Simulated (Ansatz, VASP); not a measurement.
**MgO (Periclase) in two plane-wave programs**

One calculation is typed for both programs; each brings its own data sets and cutoff. How far apart do they land? The cell is taken from a series of VASP runs on this material, whose earlier steps may have relaxed, scaled or displaced it; both programs get it as it stands.

Calculated with Ansatz 0.2.0; plane waves, with VASP 6.6.1 beside it; single point at PBEsol with D3(BJ), band structure at PBEsol with D3(BJ) and dielectric response at PBEsol with D3(BJ).

### 1. Starting point

The structure is cubic, space group Fm-3m (No. 225). Conventional cell: a = 4.172 Å, b = 4.172 Å, c = 4.172 Å, α = 90.00°, β = 90.00°, γ = 90.00°. Nearest to Mg lie 6 O at 2.09 Å. Nearest to O lie 6 Mg at 2.09 Å. Farther neighbours and most contacts between anions are not listed.

As a file:

```xyz
2
Lattice="0.0000 2.0858 2.0858 2.0858 0.0000 2.0858 2.0858 2.0858 0.0000" Properties=species:S:1:pos:R:3 pbc="T T T"
Mg    0.0000    0.0000    0.0000
O     2.0858    2.0858    2.0858
```

### 2. VASP: single point, PBEsol with D3(BJ)

A single point gives forces, pressure and levels at one fixed geometry, so differences don't come from the geometry; what else differs is listed under the comparison.

Lines of VASP's logs that name or quote its potential files are left out, and so is its time.

File INCAR:

```
SYSTEM = MgO
PREC = Accurate
ENCUT = 520
EDIFF = 1E-06
NELM = 100
ISMEAR = 0
SIGMA = 0.05
LREAL = .FALSE.
ALGO = Normal
GGA = PS
IVDW = 12
NBANDS = 10
LORBIT = 11
LWAVE = .FALSE.
LCHARG = .TRUE.
ISIF = 2
LELF = .TRUE.
LVHAR = .TRUE.
```

File POSCAR:

```
MgO
1.0
    0.0000000000      2.0858163861      2.0858163861
    2.0858163861      0.0000000000      2.0858163861
    2.0858163861      2.0858163861      0.0000000000
Mg O
1 1
Direct
    0.0000000000      0.0000000000      0.0000000000
    0.5000000000      0.5000000000      0.5000000000
```

File KPOINTS:

```
Automatic mesh
0
Gamma
11 11 11
0 0 0
```

PAW data sets: Mg and O (PBE family, release 64).

Command:

```console
mpirun -np 2 vasp_std
```

Numbers of over 12 decimals in the logs are rounded to 6 here.

Log:

```text
[banner, memory and clock lines left out]
running    2 mpi-ranks, on    1 nodes
 distrk:  each k-point on    2 cores,    1 groups
 distr:  one band on    1 cores,    2 groups

 POSCAR found type information on POSCAR MgO
 POSCAR found :  2 types and       2 ions
|                                                                             |
|               ----> ADVICE to this user running VASP <----                  |
|                                                                             |
|     You enforced a specific xc type in the INCAR file but a different       |
|     [... a line on the potential file left out ...]
|     I HOPE YOU KNOW WHAT YOU ARE DOING!                                     |
|                                                                             |

 LDA part: xc-table for (Slater+PW92), standard interpolation
 POSCAR, INCAR and KPOINTS ok, starting setup
 FFT: planning ... GRIDC
 FFT: planning ... GRID_SOFT
 FFT: planning ... GRID
 WAVECAR not read
 entering main loop
       N       E                     dE             d eps       ncg     rms          rms(c)
DAV:   1     0.125305754007E+02    0.12531E+02   -0.46675E+03  1280   0.714E+02
DAV:   2    -0.133488333882E+02   -0.25879E+02   -0.25454E+02  1276   0.139E+02
DAV:   3    -0.138969964477E+02   -0.54816E+00   -0.54772E+00  1294   0.182E+01
DAV:   4    -0.138983944659E+02   -0.13980E-02   -0.13980E-02  1248   0.102E+00
DAV:   5    -0.138983986823E+02   -0.42164E-05   -0.42164E-05  1260   0.544E-02    0.670E+00
DAV:   6    -0.125405808929E+02    0.13578E+01   -0.77070E+00  1144   0.166E+01    0.216E+00
DAV:   7    -0.125179561785E+02    0.22625E-01   -0.39818E-02  1194   0.204E+00    0.129E+00
DAV:   8    -0.125049419462E+02    0.13014E-01   -0.20427E-02  1138   0.180E+00    0.185E-01
DAV:   9    -0.125047780021E+02    0.16394E-03   -0.18982E-04  1282   0.107E-01    0.127E-01
DAV:  10    -0.125047266889E+02    0.51313E-04   -0.34283E-04  1206   0.149E-01    0.518E-03
DAV:  11    -0.125047277526E+02   -0.10637E-05   -0.43222E-06  1184   0.153E-02    0.309E-03
DAV:  12    -0.125047281652E+02   -0.41261E-06   -0.95454E-08   608   0.359E-03
   1 F= -.13018653E+02 E0= -.13018653E+02  d E =-.535858E-19
```

From OUTCAR (step 2):

```text
ion  position               nearest neighbor table
   1  0.000  0.000  0.000-   2 2.09   2 2.09   2 2.09   2 2.09   2 2.09   2 2.09
   2  0.500  0.500  0.500-   1 2.09   1 2.09   1 2.09   1 2.09   1 2.09   1 2.09

  LATTYP: Found a face centered cubic cell.
 ALAT       =     4.1716327722

 Subroutine GETGRP returns: Found 48 space group operations
 (whereof 48 operations were pure point group operations)

The static configuration has the point symmetry O_h .

 Found     56 irreducible k-points:

   k-points           NKPTS =     56   k-points in BZ     NKDIM =     56   number of bands    NBANDS=     10

   dimension x,y,z NGX =    24 NGY =   24 NGZ =   24
   dimension x,y,z NGXF=    48 NGYF=   48 NGZF=   48

   ENCUT  =  520.0 eV  38.22 Ry    6.18 a.u.   5.48  5.48  5.48*2*pi/ulx,y,z

   NELECT =       8.0000    total number of electrons

 k-points in reciprocal lattice and weights: Automatic mesh
   0.00000000  0.00000000  0.00000000       0.001
   0.09090909  0.00000000  0.00000000       0.006
   0.18181818  0.00000000  0.00000000       0.006
   0.27272727  0.00000000  0.00000000       0.006
   0.36363636  0.00000000  0.00000000       0.006
   0.45454545  0.00000000  0.00000000       0.006
   0.09090909  0.09090909  0.00000000       0.005
   0.18181818  0.09090909  0.00000000       0.018
   0.27272727  0.09090909  0.00000000       0.018
[...]
-0.36363636  0.45454545  0.18181818       0.018
  -0.27272727  0.45454545  0.18181818       0.018

 average (electrostatic) potential at core
       1 -34.3481       2 -69.3449

 E-fermi :   3.5825

 k-point     1 :       0.0000    0.0000    0.0000
  band No.  band energies     occupation
      1     -14.0710      2.00000
      2       3.2879      2.00000
      3       3.2880      2.00000
      4       3.2880      2.00000
      5       8.2068      0.00000
      6      19.0801      0.00000
      7      19.0801      0.00000
      8      19.0801      0.00000
      9      22.9993      0.00000
    ...

 k-point     2 :       0.0909    0.0000    0.0000
  band No.  band energies     occupation
      1     -13.9768      2.00000
      2       2.7230      2.00000
      3       3.2278      2.00000
      4       3.2278      2.00000
      5       8.7409      0.00000
      6      17.9704      0.00000
      7      19.2913      0.00000
      8      19.2913      0.00000
      9      24.3210      0.00000
    ...

 k-point     3 :       0.1818    0.0000    0.0000
  band No.  band energies     occupation
      1     -13.7135      2.00000
      2       1.5149      2.00000
      3       3.0710      2.00000
      4       3.0710      2.00000
      5       9.8132      0.00000
      6      16.5300      0.00000
      7      19.7713      0.00000
      8      19.7713      0.00000
      9      23.6095      0.00000
    ...

 Edisp (eV)   -0.51392

  Total       0.00074     0.00074     0.00074    -0.00000    -0.00000     0.00000
  in kB       0.06551     0.06551     0.06551    -0.00000    -0.00000     0.00000
  external pressure =        0.07 kB  Pullay stress =        0.00 kB

  energy-cutoff  :      520.00
  volume of cell :       18.15
      direct lattice vectors                 reciprocal lattice vectors
     0.000000000  2.085816386  2.085816386    -0.239714293  0.239714293  0.239714293
     2.085816386  0.000000000  2.085816386     0.239714293 -0.239714293  0.239714293
     2.085816386  2.085816386  0.000000000     0.239714293  0.239714293 -0.239714293

 POSITION                                       TOTAL-FORCE (eV/Angst)
 -----------------------------------------------------------------------------------
      0.00000      0.00000      0.00000        -0.000000     -0.000000      0.000000
      2.08582      2.08582      2.08582         0.000000      0.000000      0.000000
 -----------------------------------------------------------------------------------
    total drift:                               -0.000000     -0.000000      0.000000

  FREE ENERGIE OF THE ION-ELECTRON SYSTEM (eV)
  ---------------------------------------------------
  free  energy   TOTEN  =       -13.0186525484 eV

  energy  without entropy=      -13.0186525484  energy(sigma->0) =      -13.01865255

 total charge
# of ion       s       p       d       tot
------------------------------------------
    1        0.154   0.191   0.086   0.431
    2        1.538   3.558   0.000   5.096
--------------------------------------------------
tot          1.692   3.749   0.086   5.527

[... 3 further parts left out ...]
```

The run ends at a pressure of 0.01 GPa.

### 3. Ansatz: single point, PBEsol with D3(BJ)

Ansatz runs on its default PAW (the set named soft_2) files.

The same cell, functional, mesh and smearing now go to Ansatz, which takes its cutoff from its data sets.

File input.yaml:

```yaml
crystal:
  lattice:
    - [0.0, 2.0858163861, 2.0858163861]
    - [2.0858163861, 0.0, 2.0858163861]
    - [2.0858163861, 2.0858163861, 0.0]
  atoms:
    - { symbol: Mg, position: [0.0, 0.0, 0.0] }
    - { symbol: O, position: [0.5, 0.5, 0.5] }
hamiltonian:
  xc: pbesol
  pseudopotentials: { kind: paw }
  dispersion: d3bj
kpoints:
  mp_grid: { grid: [11, 11, 11] }
scf:
  occupations: { method: gaussian, width: 0.05 }
  n_extra_bands: 4
output:
  forces: true
  stress: true
  eigenvalues: true
```

Command:

```console
ansatz run input.yaml --threads 2 --pin off --max-ram 4608MiB --backend cpu --events-out ev --progress --plain --runs-dir out
```

Log:

```text
scf.n_extra_bands = 4 over 8 filled bands (N_el = 16.0): the run solves 12 bands
Engine: ansatz 0.2.0, aarch64-unknown-linux-gnu
Pseudopotentials: kind: paw
Pseudopotential: Mg, paw, valence charge 10, recommended cutoff 420 eV (normal), Mg.paw.azcp
Pseudopotential: O, paw, valence charge 6, recommended cutoff 420 eV (normal), O.paw.azcp
Functional definition: PBEsol
  exchange = pbesol_x
  correlation = pbesol_c
Crystal: 2 atoms, lattice volume = 18.149 Å³
Basis set: ecut = 420 eV, 339 PW (Γ), exchange–correlation on 40×40×40 points (8 copies of the dense FFT grid, shifted against one another)
Bands: 12, of which v1, the nominal top of the filled ones, is band 8 counted from 1 (7 counted from 0)
Symmetry: 48 space group operations
Space group: Fm-3m (ITA 225), of the structure as read, at distance tolerance 2.6e-5 Å
k-points: 56 of 1331
Non-local potential: Mg, projectors of the file, l = 0: 3, l = 1: 2, l = 2: 1
Non-local potential: O, projectors of the file, l = 0: 2, l = 1: 2, l = 2: 1
PAW form: soft (Blöchl's): semilocal exchange-correlation on the pseudo side does not see the compensation charge
PAW frozen core: Mg, regenerated for the run's functional, and the local potential with it (the file was generated under x = pbe(κ = 0.804, μ = 0.219515), c = pbe(β = 0.066725))
PAW frozen core: O, regenerated for the run's functional, and the local potential with it (the file was generated under x = pbe(κ = 0.804, μ = 0.219515), c = pbe(β = 0.066725))
PAW one-centre angular grid: Mg, 110 points (default); XC on 64 Gauss nodes
PAW one-centre angular grid: O, 110 points (default); XC on 64 Gauss nodes
Initial density: superposition of atomic densities (neutral atoms: chi_scale 0, normalization atom), corrected by the library's trained network
Initial wavefunctions: pseudopotential atomic-orbital guess
Functional: x = pbesol(κ = 0.804, μ = 0.123457), c = pbesol(β = 0.046)
SCF iter   1: F=—  HF=-2476.386570 eV  |F-HF|=—  |Δ(HF+E_count)|=         —  Δρ=1.50e-2  dr2=3.23e-2  ethr=1.77e-3  ⟨swp⟩=5.5  Hψ=3846  notcnv=0
preconditioner: auto → none  [insulator: Δε(μ)=4.791 eV  Ē_g=18.622 eV  σ=0.050 eV  W_gap=1.00  n_scr=8 (ndim 8)  ℏωp=24.7 eV  f_vac=0.000  D(μ)=0.00/eV (n_scr^D=0)  ε∞_Penn≈2.8]
SCF iter   2: F=—  HF=-2476.377580 eV  |F-HF|=—  |Δ(HF+E_count)|=   8.99e-3  Δρ=4.21e-3  dr2=3.12e-3  ethr=2.02e-4  ⟨swp⟩=2.0  Hψ=1322  notcnv=0
SCF iter   3: F=—  HF=-2476.376775 eV  |F-HF|=—  |Δ(HF+E_count)|=   8.05e-4  Δρ=6.86e-4  dr2=4.42e-5  ethr=1.95e-5  ⟨swp⟩=2.0  Hψ=883  notcnv=0
SCF iter   4: F=—  HF=-2476.376756 eV  |F-HF|=—  |Δ(HF+E_count)|=   1.90e-5  Δρ=9.21e-5  dr2=6.68e-7  ethr=2.76e-7  ⟨swp⟩=2.4  Hψ=1040  notcnv=0
iter 5 did not close the SCF: its close was put off for the readings that it lacked (scf_convergence_deferred on its scf_iter line)
SCF iter   5: F=-2476.376756 eV  HF=-2476.376756 eV  |F-HF|=4.34e-8  |Δ(HF+E_count)|=   4.76e-7  Δρ=2.56e-5  dr2=5.22e-8  ethr=4.18e-9  ⟨swp⟩=2.8  Hψ=1119  notcnv=0
SCF iter   6: F=-2476.376756 eV  HF=-2476.376756 eV  |F-HF|=2.46e-10  |Δ(HF+E_count)|=   1.58e-8  Δρ=2.29e-6  dr2=3.39e-10  ethr=3.26e-10  ⟨swp⟩=2.1  Hψ=2412  notcnv=0
SCF 1 converged in 6 iterations: F = -2476.376756 eV  dr2 = 3.39e-10
  greatest PAW one-centre occupation: 1.000 electrons in one spin orbital (limit 2), on the Mg atom at site 0 (counted from 0), in its partial waves of l = 0
SCF converged after 6 iterations
Free energy (F): -2476.376756 eV
Harris-Foulkes:  -2476.376756 eV  (|F-HF|=2.46e-10)
Internal energy: -2476.376756 eV  (E = F + TS)
E sigma→0 (E₀):  -2476.376756 eV
Fermi energy:    10.836995 eV
--- Per-component energies (eV) ---
  E_band       = -286.023304
  E_kinetic    = 255.850283
  E_local      = -1582.689236  (includes V_loc(G=0)·N_el)
  E_nonlocal   = 143.806990
  E_hartree    = 546.167280
  E_xc         = -104.203428
  E_vxc        = -134.283739  (∫ρ·V_xc dr)
  E_paw        = -433.028768  (= ΣΔE_a)
  E_vpaw       = -61.044677  (= ΣTr[D̂ρ^β])
  E_aug_tail   = 0.002578  (compensation charges beyond the density's cutoff)
  E_ewald      = -1301.862542
  E_disp       = -0.514062  (pairwise vdW)
  E_core_change = 0.094150  (= ΣΔE_core)
  E_smearing   = -0.000000  (= −TS)
  E_closure    = -0.000000  (closes the sum)
  Σ components = -2476.376756   (vs F -2476.376756, Δ=0.00e0)
--- Forces (eV/Å), atoms counted from 1 ---
  atom   1  Mg    -0.00000000     0.00000000     0.00000000
  atom   2  O      0.00000000     0.00000000     0.00000000
  max |Σ_I F_I| component: 2.60e-29 eV/Å
--- Stress (GPa, compression-positive) ---
        0.461094      -0.000000       0.000000
        0.000000       0.461094      -0.000000
        0.000000       0.000000       0.461094
  P = ⅓ Tr σ = 0.4611 GPa (4.611 kbar)
--- Band table (eV; the first three rows and the last of 56) ---
  k-point 0: bands = [... 4 lower, -8.9676, 8.3780, 8.3780, 8.3780, 13.2954, 24.2144, 24.2144, 24.2144]
  k-point 1: bands = [... 4 lower, -8.8705, 7.8146, 8.3187, 8.3187, 13.8292, 23.0888, 24.4231, 24.4231]
  k-point 2: bands = [... 4 lower, -8.5988, 6.6082, 8.1630, 8.1630, 14.9015, 21.6371, 24.8950, 24.8950]
  k-point 55: bands = [... 4 lower, -7.2481, 5.1553, 5.3731, 6.6808, 19.6526, 20.3668, 20.8075, 24.4484]
```

The job ended after 0.99 s (2 threads of Arm Neoverse V1, shared host; peak memory 0.25 GiB).

Reading the cycles: dr2 is the Hartree energy of the density residual (eV), the measure of convergence; HF is the Harris–Foulkes estimate of the energy, which meets the free energy F at convergence.

The run ends at a pressure of 0.46 GPa.

### 4. Comparison

Known differences besides the potentials themselves: the data sets hold 16 valence electrons in Ansatz (default PAW (the set named soft_2) files) and 8 in VASP; the cutoff is 420 eV in Ansatz and 520 eV in VASP; Ansatz makes its cores anew for this functional, VASP keeps those of its PBE data sets; VASP leaves aspherical gradient terms in its spheres out (LASPH is not set), Ansatz keeps them. Total energies have different zeros and are not compared.

Compared:

```
                                        quantity  Ansatz   VASP  difference
                                  pressure (GPa)    0.46   0.01       +0.45
pressure without Ansatz's Pulay correction (GPa)   -0.21   0.01       -0.21
                          gap on the k mesh (eV)   4.917  4.919      -0.001
```

A gap on the mesh is an upper bound, since the band edges may lie between its points. Ansatz's pressure holds a Pulay correction of 0.67 GPa; VASP's holds none.

### 5. VASP: band structure, PBEsol with D3(BJ)

Levels along a path test the potential and the projectors away from the mesh points.

File INCAR:

```
SYSTEM = MgO
PREC = Accurate
ENCUT = 520
EDIFF = 1E-06
NELM = 100
ISMEAR = 0
SIGMA = 0.05
LREAL = .FALSE.
ALGO = Normal
GGA = PS
IVDW = 12
NBANDS = 16
LORBIT = 11
LWAVE = .FALSE.
LCHARG = .FALSE.
KPAR = 2
```

POSCAR is that of step 2.

KPOINTS is that of step 2.

File KPOINTS_OPT:

```
Line mode
16
Line-mode
Reciprocal
  0.00000000   0.00000000   0.00000000 GAMMA
  0.50000000   0.00000000   0.50000000 X

  0.50000000   0.00000000   0.50000000 X
  0.50000000   0.25000000   0.75000000 W

  0.50000000   0.25000000   0.75000000 W
  0.37500000   0.37500000   0.75000000 K

  0.37500000   0.37500000   0.75000000 K
  0.00000000   0.00000000   0.00000000 GAMMA

  0.00000000   0.00000000   0.00000000 GAMMA
  0.50000000   0.50000000   0.50000000 L

  0.50000000   0.50000000   0.50000000 L
  0.62500000   0.25000000   0.62500000 U

  0.62500000   0.25000000   0.62500000 U
  0.50000000   0.25000000   0.75000000 W

  0.50000000   0.25000000   0.75000000 W
  0.50000000   0.50000000   0.50000000 L

  0.50000000   0.50000000   0.50000000 L
  0.37500000   0.37500000   0.75000000 K

  0.62500000   0.25000000   0.62500000 U
  0.50000000   0.00000000   0.50000000 X
```

Command:

```console
mpirun -np 2 vasp_std
```

Log:

```text
[banner, memory and clock lines left out]
running    2 mpi-ranks, on    1 nodes
[...]
[... a notice as in an earlier step ...]

 LDA part: xc-table for (Slater+PW92), standard interpolation
 POSCAR, INCAR and KPOINTS ok, starting setup
[...]
entering main loop
       N       E                     dE             d eps       ncg     rms          rms(c)
DAV:   1     0.160180871698E+02    0.16018E+02   -0.42423E+03  1944   0.444E+02
DAV:   2    -0.132723206769E+02   -0.29290E+02   -0.28549E+02  2440   0.115E+02
DAV:   3    -0.138971188032E+02   -0.62480E+00   -0.62452E+00  2136   0.136E+01
DAV:   4    -0.138983953204E+02   -0.12765E-02   -0.12765E-02  2304   0.701E-01
[...]
DAV:  10    -0.125047261236E+02    0.93990E-04   -0.30077E-04  2008   0.104E-01    0.650E-03
DAV:  11    -0.125047280188E+02   -0.18952E-05   -0.68625E-06  2304   0.132E-02    0.365E-03
DAV:  12    -0.125047281698E+02   -0.15101E-06   -0.16785E-07  1088   0.249E-03
   1 F= -.13018653E+02 E0= -.13018653E+02  d E =-.385254E-23
 Start KPOINTS_OPT (optional k-point list driver)
k-point batch [1-56\160]
       N       E                     dE             ncg
DAV:   1     0.525917168978E+03   -0.18515E+05     1960
DAV:   2    -0.101051709701E+04   -0.15364E+04     2400
DAV:   3    -0.104140880740E+04   -0.30892E+02     2384
DAV:   4    -0.104147180729E+04   -0.63000E-01     2256
DAV:   5    -0.104147198051E+04   -0.17323E-03     2392
DAV:   6    -0.104147198110E+04   -0.58493E-06     2040
[...]
k-point batch [113-160\160]
       N       E                     dE             ncg
DAV:   1     0.378450041762E+04   -0.17467E+05     1688
DAV:   2     0.250957498190E+04   -0.12749E+04     2168
DAV:   3     0.248616164672E+04   -0.23413E+02     1832
DAV:   4     0.248611018570E+04   -0.51461E-01     1864
DAV:   5     0.248611004586E+04   -0.13984E-03     1864
DAV:   6     0.248611004543E+04   -0.43607E-06     1704
```

OUTCAR, selected parts (step 5):

```text
 Edisp (eV)   -0.51392

  Total       0.00047     0.00047     0.00047     0.00000    -0.00000     0.00000
  in kB       0.04124     0.04124     0.04124     0.00000    -0.00000     0.00000
  external pressure =        0.04 kB  Pullay stress =        0.00 kB

 POSITION                                       TOTAL-FORCE (eV/Angst)
 -----------------------------------------------------------------------------------
      0.00000      0.00000      0.00000         0.000000      0.000000     -0.000000
      2.08582      2.08582      2.08582        -0.000000     -0.000000      0.000000
 -----------------------------------------------------------------------------------
    total drift:                               -0.000000     -0.000000      0.000000

  FREE ENERGIE OF THE ION-ELECTRON SYSTEM (eV)
  ---------------------------------------------------
  free  energy   TOTEN  =       -13.0186525531 eV

  energy  without entropy=      -13.0186525531  energy(sigma->0) =      -13.01865255

[... 1 part as in an earlier step ...]

[... 2 further parts left out ...]
[key lines of the parts left out:]
E-fermi :   3.6206
```

The run ends at a pressure of 0.00 GPa.

[end of part 1 of 2]

[Lines on the potential files, build, host, timing and source positions are cut from VASP's logs without a mark.]

[Logs are printed without paths, hosts, clocks, repeated set-up lines and the standing remarks that a program may print on its own settings, such as how far it seeks lower states.]

[Hosts, paths, dates, database ids (printed as entryN), source tags and the programs' standing remarks are cut or masked in the printed files.]
